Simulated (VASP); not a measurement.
Set up this calculation in VASP 6.6.1, as the native input.

```
Task                   : relaxation of cell and atoms
Functional             : r2SCAN
Dispersion             : rVV10
Potentials or basis    : VASP PAW PBE potentials, release 64 (Re)
Cutoff                 : 600 eV
k mesh                 : 18 × 18 × 10
Occupations            : gaussian, width 0.1 eV
Spin                   : no spin polarisation
Further INCAR settings : ALGO = Normal; EDIFF = 1e-07; IBRION = 2; EDIFFG = -0.005; NSW = 90; ISIF = 3
```

The structure of Re lies in POSCAR:

```
Re
1.0
    2.7610000000      0.0000000000      0.0000000000
   -1.3805000000      2.3910961400      0.0000000000
    0.0000000000      0.0000000000      4.4560000000
Re
2
Direct
    0.3333333300      0.6666666700      0.2500000000
    0.6666666700      0.3333333300      0.7500000000
```

These files were run (other wordings do the same):

INCAR

```
SYSTEM = Re
PREC = Accurate ; ENCUT = 600
EDIFF = 1E-7 ; ISMEAR = 0
SIGMA = 0.1 ; LREAL = .False.
LASPH = .True. ; NELM = 80
ALGO = Normal ; ISIF = 3
LWAVE = .False. ; LCHARG = .False.
METAGGA = R2SCAN ; LMIXTAU = .True.
LUSE_VDW = .True. ; IVDW_NL = 2
BPARAM = 11.95 ; CPARAM = 0.0093
IBRION = 2 ; NSW = 90
EDIFFG = -0.005
```

KPOINTS

```
regular mesh
0
Gamma
  18 18 10
  0 0 0
```

Potentials or basis: VASP PAW PBE potentials, release 64 (Re).

Launch:

```console
$ cat potpaw_PBE.64/Re/POTCAR > POTCAR
$ mpirun -np 1 vasp_std > vasp.out
```

It gave:

* Relaxed volume: 14.65 Å³/atom
* Relaxed cell: a = 2.755 Å, b = 2.755 Å, c = 4.458 Å, α = 90.00°, β = 90.00°, γ = 120.00°
* Space group after relaxing (to 0.05 Å): P6_3/mmc (No. 194)
* Energy gained by relaxing: 0.4 meV/atom
* Ionic steps: 5
* Pressure after relaxing: 0.0 GPa
* Band gap on the k mesh: none (metal or under the smearing width)

Caveat: the PAW data sets were made with another functional, which shifts forces and pressure a little.

Run time: 12 min on 1 thread of Intel(R) Xeon(R) Platinum 8488C (Sapphire Rapids), on a shared host, peak memory 0.33 GiB.
